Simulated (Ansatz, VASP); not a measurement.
**BeIn31P32H (Be-H pair in InP) in two plane-wave programs**

Wanted: the spread between two codes on one cell, functional and k mesh. The cell is taken from a series of runs on this material, whose earlier steps may have relaxed, scaled, displaced or heated it; both programs get it as it stands.

Method: plane waves, with VASP 6.6.1 beside it; HSE06, in Ansatz 0.2.0.

### Step 1. The starting structure

The cell holds 65 atoms: 31 In, 32 P, 1 Be and 1 H. Its edges and angles: a = 11.920 Å, b = 11.920 Å, c = 11.920 Å, α = 90.0°, β = 90.0°, γ = 90.0°. It derives from InP (InP (F-43m)). Nearest the centre at fractional (0.467, 0.467, 0.533): H65 at 0.48 Å, Be64 at 1.37 Å, P39 at 2.26 Å, P42 at 2.67 Å, P60 at 2.68 Å, P49 at 2.68 Å, In15 at 3.78 Å, In8 at 3.78 Å.

### Step 2. Ansatz: single point, HSE06

Ansatz runs on its default PAW (the set named soft_2) files.

With cell and atoms fixed, the geometry can't cause a difference; cores, projectors, grids and the points listed under the comparison can.

File input.yaml:

```yaml
crystal:
  lattice:
    - [11.92013508, 0.0, 0.0]
    - [0.0, 0.0, -11.92013508]
    - [0.0, 11.92013508, 0.0]
  atoms:
    - { symbol: In, position: [9.6199e-05, -7.5167e-05, 2.8625e-05] }
    - { symbol: In, position: [-0.00012636, 0.250897082, 0.250440189] }
    - { symbol: In, position: [0.251067272, -0.000292996, 0.250423428] }
    - { symbol: In, position: [0.249730307, 0.249584825, 0.001761857] }
    - { symbol: P, position: [0.124758086, 0.124601333, 0.126149994] }
    - { symbol: P, position: [0.126961724, 0.376276777, 0.374031469] }
    - { symbol: P, position: [0.376413342, 0.12681056, 0.374033644] }
    - { symbol: P, position: [0.376238504, 0.376076653, 0.123355805] }
    - { symbol: In, position: [-0.002102943, -0.002250622, 0.499152089] }
    - { symbol: In, position: [-0.001664618, 0.249591798, 0.750364388] }
    - { symbol: In, position: [0.249755641, -0.001806227, 0.750345246] }
    - { symbol: In, position: [0.243722151, 0.24358386, 0.497427502] }
    - { symbol: P, position: [0.121608055, 0.121451741, 0.626018097] }
    - { symbol: P, position: [0.121628496, 0.373942603, 0.87847238] }
    - { symbol: P, position: [0.374079021, 0.121440262, 0.878504707] }
    - { symbol: P, position: [0.35735452, 0.357184513, 0.642756633] }
    - { symbol: In, position: [-0.002108323, 0.500799678, 0.002181296] }
    - { symbol: In, position: [0.002339518, 0.750591311, 0.249340991] }
    - { symbol: In, position: [0.258239754, 0.501353969, 0.253598409] }
    - { symbol: In, position: [0.251046846, 0.749509503, 0.000221446] }
    - { symbol: P, position: [0.128099159, 0.623703296, 0.12680187] }
    - { symbol: P, position: [0.128090683, 0.873135265, 0.376228206] }
    - { symbol: P, position: [0.391333671, 0.616014363, 0.383922313] }
    - { symbol: P, position: [0.375721385, 0.873058308, 0.126868566] }
    - { symbol: In, position: [0.001442989, 0.501048542, 0.498912521] }
    - { symbol: In, position: [-0.000133298, 0.749544325, 0.749055789] }
    - { symbol: In, position: [0.243743545, 0.502545975, 0.7563458] }
    - { symbol: In, position: [0.258221654, 0.74633593, 0.498570538] }
    - { symbol: P, position: [0.126952465, 0.62592772, 0.623671501] }
    - { symbol: P, position: [0.124766265, 0.873812174, 0.875344144] }
    - { symbol: P, position: [0.376423106, 0.625920338, 0.873134412] }
    - { symbol: P, position: [0.376243749, 0.876586915, 0.62385431] }
    - { symbol: In, position: [0.500946263, -0.002285504, 0.002209517] }
    - { symbol: In, position: [0.501520279, 0.258054838, 0.253608923] }
    - { symbol: In, position: [0.75077698, 0.00215618, 0.249336237] }
    - { symbol: In, position: [0.749672732, 0.250893145, 0.00023731] }
    - { symbol: P, position: [0.623873192, 0.127915453, 0.126819489] }
    - { symbol: P, position: [0.616169591, 0.39117952, 0.383914005] }
    - { symbol: P, position: [0.873279546, 0.127941201, 0.376233677] }
    - { symbol: P, position: [0.87324524, 0.375556559, 0.126856781] }
    - { symbol: In, position: [0.50118262, 0.001308829, 0.498903903] }
    - { symbol: In, position: [0.502664368, 0.243552418, 0.756392805] }
    - { symbol: In, position: [0.749678256, -0.000269343, 0.749041796] }
    - { symbol: In, position: [0.746484705, 0.258091596, 0.498576313] }
    - { symbol: P, position: [0.626068811, 0.126801305, 0.62368045] }
    - { symbol: P, position: [0.62606603, 0.376258909, 0.873143044] }
    - { symbol: P, position: [0.873971856, 0.124602892, 0.875346324] }
    - { symbol: P, position: [0.876751685, 0.376083424, 0.623862903] }
    - { symbol: In, position: [0.501171738, 0.501026359, -0.001371133] }
    - { symbol: In, position: [0.501375323, 0.748478644, 0.251466089] }
    - { symbol: In, position: [0.748641949, 0.501192641, 0.251442867] }
    - { symbol: In, position: [0.750777297, 0.750595389, -0.002221562] }
    - { symbol: P, position: [0.626273901, 0.626108546, 0.123354754] }
    - { symbol: P, position: [0.62627559, 0.876585696, 0.373826697] }
    - { symbol: P, position: [0.876739644, 0.626112948, 0.37382095] }
    - { symbol: P, position: [0.875337099, 0.875157036, 0.124776738] }
    - { symbol: Be, position: [0.533101439, 0.532990782, 0.466975035] }
    - { symbol: In, position: [0.501528557, 0.746350045, 0.741868042] }
    - { symbol: In, position: [0.746473555, 0.501350218, 0.741863871] }
    - { symbol: In, position: [0.748646265, 0.748479164, 0.49873295] }
    - { symbol: P, position: [0.616172312, 0.616029876, 0.608763051] }
    - { symbol: P, position: [0.623878729, 0.873137128, 0.872010931] }
    - { symbol: P, position: [0.87328031, 0.623707319, 0.872000467] }
    - { symbol: P, position: [0.873233828, 0.873077316, 0.624380496] }
    - { symbol: H, position: [0.443344768, 0.443021633, 0.556843972] }
basis:
  ecutwfc: 420
  xc_grid: 2
hamiltonian:
  xc: hse06
kpoints:
  mp_grid: { grid: [1, 1, 1] }
scf:
  occupations: { method: fermi_dirac, width: 0.01 }
  max_iter: 120
output:
  forces: true
checkpoint:
  read: "../relax.run"
```

Started as:

```bash
$ ansatz run input.yaml --threads 32 --pin off --max-ram 84787MiB --backend cuda --events-out ev --progress --plain --runs-dir out --max-vram 78GiB
```

Log:

```text
Warning: checkpoint.read: the run can stay near the saved state's solution: 2 site(s) moved relative to the saved geometry (max |Δs| = 1.691e-2 fractional); the SCF starts from the saved state under ` [...]
Engine: ansatz 0.2.0, aarch64-unknown-linux-gnu
[...]
Pseudopotential: In, paw, valence charge 13, recommended cutoff 420 eV (normal), In.paw.azcp
Pseudopotential: P, paw, valence charge 5, recommended cutoff 420 eV (normal), P.paw.azcp
Pseudopotential: Be, paw, valence charge 2, recommended cutoff 420 eV (normal), Be.paw.azcp
Pseudopotential: H, paw, valence charge 1, recommended cutoff 420 eV (normal), H.paw.azcp
Functional definition: HSE06
[...]
Crystal: 65 atoms, lattice volume = 1693.727 Å³
Basis set: ecut = 420 eV, 33059 PW (Γ), exchange–correlation on 160×160×160 points (8 copies of the dense FFT grid, shifted against one another)
Bands: 348, of which v1, the nominal top of the filled ones, is band 283 counted from 1 (282 counted from 0)
[...]
SCF iter   6: F=-197974.611718 eV  HF=-197974.611718 eV  |Δ(HF+E_count)|=   1.65e-7  Δρ=9.91e-7  dr2=4.93e-8  Hψ=1339
SCF 3 converged in 6 iterations: F = -197974.611718 eV  dr2 = 4.93e-8
  Residual-converged pass: ⟨swp⟩=2.0  Hψ=483  notcnv=0  max |occ|·‖R‖ = 2.4e-6 eV (tolerance 2.5e-6 eV)  dr2=4.94e-8  dr2_onsite=1.05e-9  max |Δocc| = 0.0e0
[...]
hybrid outer 2: dexx = +7.652e-6 eV, tail = 1.37e-7 eV, Δε = 2.70e-3 eV (about 8.97e-5 eV left of the loop's levels), ΔF = 3.28e-3 eV/Å (tail 7.58e-4)
hybrid SCF converged: 2 outer / 14 inner (+9 warm-up), last move |dexx| = 7.65e-6 eV, tail = 1.37e-7 eV
[...]
Free energy (F): -197974.611717 eV
[...]
Fermi energy:    6.453869 eV
--- Per-component energies (eV) ---
[...]
--- Forces (eV/Å), atoms counted from 1 ---
[...]
--- Band table (eV) ---
[...]
```

### Step 3. VASP: single point, HSE06

The same cell, functional, mesh and smearing now go to VASP, with its own data sets.

Lines of VASP's logs that name or quote its potential files are left out, and so is its time.

The run reads the wave functions of an earlier VASP run, which isn't shown here.

File INCAR:

```
SYSTEM = BeIn31P32H
PREC = Accurate
ENCUT = 400
EDIFF = 1E-06
NELM = 100
ISMEAR = -1
SIGMA = 0.01
LREAL = Auto
ALGO = Normal
LHFCALC = .TRUE.
AEXX = 0.25
GGA = PE
HFSCREEN = 0.208
LASPH = .TRUE.
NBANDS = 328
PRECFOCK = Fast
LORBIT = 11
LWAVE = .FALSE.
LCHARG = .FALSE.
ISIF = 2
```

File POSCAR:

```
BeIn31P32H
1.0
   11.9201350821      0.0000000000      0.0000000000
    0.0000000000      0.0000000000    -11.9201350821
    0.0000000000     11.9201350821      0.0000000000
In P Be H
31 32 1 1
Direct
    0.0000961990      0.9999248330      0.0000286250
    0.9998736400      0.2508970820      0.2504401890
    0.2510672720      0.9997070040      0.2504234280
    0.2497303070      0.2495848250      0.0017618570
    0.9978970570      0.9977493780      0.4991520890
    0.9983353820      0.2495917980      0.7503643880
    0.2497556410      0.9981937730      0.7503452460
    0.2437221510      0.2435838600      0.4974275020
    0.9978916770      0.5007996780      0.0021812960
    0.0023395180      0.7505913110      0.2493409910
    0.2582397540      0.5013539690      0.2535984090
    0.2510468460      0.7495095030      0.0002214460
    0.0014429890      0.5010485420      0.4989125210
    0.9998667020      0.7495443250      0.7490557890
    0.2437435450      0.5025459750      0.7563458000
    0.2582216540      0.7463359300      0.4985705380
    0.5009462630      0.9977144960      0.0022095170
    0.5015202790      0.2580548380      0.2536089230
    0.7507769800      0.0021561800      0.2493362370
    0.7496727320      0.2508931450      0.0002373100
    0.5011826200      0.0013088290      0.4989039030
    0.5026643680      0.2435524180      0.7563928050
    0.7496782560      0.9997306570      0.7490417960
    0.7464847050      0.2580915960      0.4985763130
    0.5011717380      0.5010263590      0.9986288670
    0.5013753230      0.7484786440      0.2514660890
    0.7486419490      0.5011926410      0.2514428670
    0.7507772970      0.7505953890      0.9977784380
    0.5015285570      0.7463500450      0.7418680420
    0.7464735550      0.5013502180      0.7418638710
    0.7486462650      0.7484791640      0.4987329500
    0.1247580860      0.1246013330      0.1261499940
    0.1269617240      0.3762767770      0.3740314690
    0.3764133420      0.1268105600      0.3740336440
    0.3762385040      0.3760766530      0.1233558050
    0.1216080550      0.1214517410      0.6260180970
    0.1216284960      0.3739426030      0.8784723800
    0.3740790210      0.1214402620      0.8785047070
    0.3573545200      0.3571845130      0.6427566330
    0.1280991590      0.6237032960      0.1268018700
    0.1280906830      0.8731352650      0.3762282060
    0.3913336710      0.6160143630      0.3839223130
    0.3757213850      0.8730583080      0.1268685660
    0.1269524650      0.6259277200      0.6236715010
    0.1247662650      0.8738121740      0.8753441440
    0.3764231060      0.6259203380      0.8731344120
    0.3762437490      0.8765869150      0.6238543100
    0.6238731920      0.1279154530      0.1268194890
    0.6161695910      0.3911795200      0.3839140050
    0.8732795460      0.1279412010      0.3762336770
    0.8732452400      0.3755565590      0.1268567810
    0.6260688110      0.1268013050      0.6236804500
    0.6260660300      0.3762589090      0.8731430440
    0.8739718560      0.1246028920      0.8753463240
    0.8767516850      0.3760834240      0.6238629030
    0.6262739010      0.6261085460      0.1233547540
    0.6262755900      0.8765856960      0.3738266970
    0.8767396440      0.6261129480      0.3738209500
    0.8753370990      0.8751570360      0.1247767380
    0.6161723120      0.6160298760      0.6087630510
    0.6238787290      0.8731371280      0.8720109310
    0.8732803100      0.6237073190      0.8720004670
    0.8732338280      0.8730773160      0.6243804960
    0.5331014390      0.5329907820      0.4669750350
    0.4433447680      0.4430216330      0.5568439720
```

File KPOINTS:

```
Automatic mesh
0
Gamma
1 1 1
0 0 0
```

The projector-augmented-wave data sets are In_d, P, Be and H (PBE family, release 64).

Started as:

```bash
$ export OMP_NUM_THREADS=3
$ mpirun -np 1 vasp_gam
```

Log:

```text
[banner, memory and clock lines left out]
running    1 mpi-ranks, on    1 nodes
[...]
Offloading initialized ...    1 GPUs detected
[...]
LDA part: xc-table for (Slater+PW92), standard interpolation
 found WAVECAR, reading the header
 POSCAR, INCAR and KPOINTS ok, starting setup
[...]
reading WAVECAR
 the WAVECAR file was read successfully
 initial charge from wavefunction
 entering main loop
       N       E                     dE             d eps       ncg     rms          rms(c)
DAV:   1    -0.319687719202E+03   -0.31969E+03   -0.13980E+01   824   0.115E+01    0.185E+01
DAV:   2    -0.319917594392E+03   -0.22988E+00   -0.14038E+00   936   0.270E+00    0.186E+01
DAV:   3    -0.319912279287E+03    0.53151E-02   -0.99209E-02   832   0.885E-01    0.140E+01
DAV:   4    -0.319906257041E+03    0.60222E-02   -0.93249E-03   792   0.298E-01    0.870E+00
[...]
DAV:   8    -0.319903919250E+03    0.51329E-04   -0.33716E-05   752   0.144E-02    0.121E+00
DAV:   9    -0.319903906574E+03    0.12677E-04   -0.12126E-05   608   0.801E-03    0.728E-01
DAV:  10    -0.319903905688E+03    0.88606E-06   -0.48845E-06   584   0.505E-03
   1 F= -.31990391E+03 E0= -.31990391E+03  d E =-.583544E-11
```

From OUTCAR (step 3):

```text
  Total      -25.5216348    -25.5201640    -25.5150777     -0.4217240      0.4260109     -0.4036549
  in kB      -24.1421277    -24.1407363    -24.1359250     -0.3989288      0.4029840     -0.3818363
  external PRESSURE =     -24.1395963 kB  Pullay stress =       0.0000000 kB

 POSITION                                       TOTAL-FORCE (eV/Angst)
 -----------------------------------------------------------------------------------
      0.00115      0.00034    -11.91924        -0.005487      0.004884      0.005385
     11.91863      2.98528     -2.99073         0.001410      0.002307      0.002328
      2.99276      2.98508    -11.91664        -0.004155      0.003013     -0.001493
      2.97682      0.02100     -2.97508         0.000614      0.012823     -0.000557
     11.89507      5.94996    -11.89331        -0.012654     -0.017600      0.012743
     11.90029      8.94444     -2.97517        -0.011619     -0.001006     -0.000885
      2.97712      8.94422    -11.89860        -0.000388      0.000399      0.014008
      2.90520      5.92940     -2.90355        -0.008011     -0.086172      0.008472
     11.89500      0.02600     -5.96960        -0.011299      0.012587     -0.016522
      0.02789      2.97218     -8.94715        -0.005098      0.004066      0.003821
      3.07825      3.02293     -5.97621         0.012121      0.010867     -0.005701
      2.99251      0.00264     -8.93425        -0.002846     -0.000710      0.002446
      0.01720      5.94710     -5.97257        -0.003237     -0.006260     -0.005280
     11.91855      8.92885     -8.93467         0.001716      0.002976      0.004157
[...]
-----------------------------------------------------------------------------------
    total drift:                                0.019630     -0.025457     -0.030001

  FREE ENERGIE OF THE ION-ELECTRON SYSTEM (eV)
  ---------------------------------------------------
  free  energy   TOTEN  =      -319.9039056877 eV

  energy  without entropy=     -319.9039056877  energy(sigma->0) =     -319.90390569

[... 2 further parts left out ...]
```

The run ends at a pressure of -2.41 GPa, with forces up to 3.1 eV/Å.

### Step 4. Side by side

Known differences besides the potentials themselves: exact exchange at q = 0 is treated differently, which shows on coarse meshes; VASP keeps PBE cores, Ansatz makes them for the functional; the cutoff is 420 eV in Ansatz and 400 eV in VASP (PREC = Accurate, projectors in real space); VASP takes a coarser grid for exact exchange (PRECFOCK = Fast). Total energies have different zeros and are not compared.

Compared:

```tsv
quantity	Ansatz	VASP	difference
gap on the k mesh (eV)	1.262	1.262	0.000
```

Forces on 9 of the 65 atoms, those with the largest forces and the largest differences (eV/Å; atoms numbered as in POSCAR):

```tsv
atom	Ansatz x, y, z	VASP x, y, z
In19	-0.003, 0.003, 0.001	-0.005, 0.004, 0.005
In22	0.087, 0.007, 0.008	0.087, 0.007, 0.008
In28	-0.004, 0.001, 0.002	-0.006, 0.005, 0.004
P39	1.699, -1.697, -1.695	1.700, -1.698, -1.696
P42	0.000, -0.071, -0.072	-0.001, -0.072, -0.073
P49	0.070, -0.070, -0.002	0.071, -0.071, 0.000
P60	0.071, -0.001, -0.070	0.072, 0.000, -0.071
Be64	-0.116, 0.117, 0.119	-0.115, 0.118, 0.119
H65	-1.798, 1.796, 1.795	-1.780, 1.778, 1.777
```

The forces differ by 2.7 meV/Å r.m.s., which is 0.9 % of the r.m.s. force of 0.306 eV/Å (both taken over all components). A gap on the mesh is an upper bound, since the band edges may lie between its points.

### Step 5. Summary of results

```
r.m.s. force difference (single point, HSE06) : 0.87 % of the r.m.s. force
```

In words: The r.m.s. force difference is 0.87 % of the r.m.s. force (single point, HSE06), within the 3 % picked in this series as the mark of a large difference. Such differences can come from data sets, numerical settings and the points named under the comparisons, not from the functional's error against experiment.

[Lines on the potential files, build, host, timing and source positions are cut from VASP's logs without a mark.]

[Logs are printed without paths, hosts, clocks, repeated set-up lines and the standing remarks that a program may print on its own settings, such as how far it seeks lower states.]

[Hosts, paths, dates, database ids (printed as entryN), source tags and the programs' standing remarks are cut or masked in the printed files.]
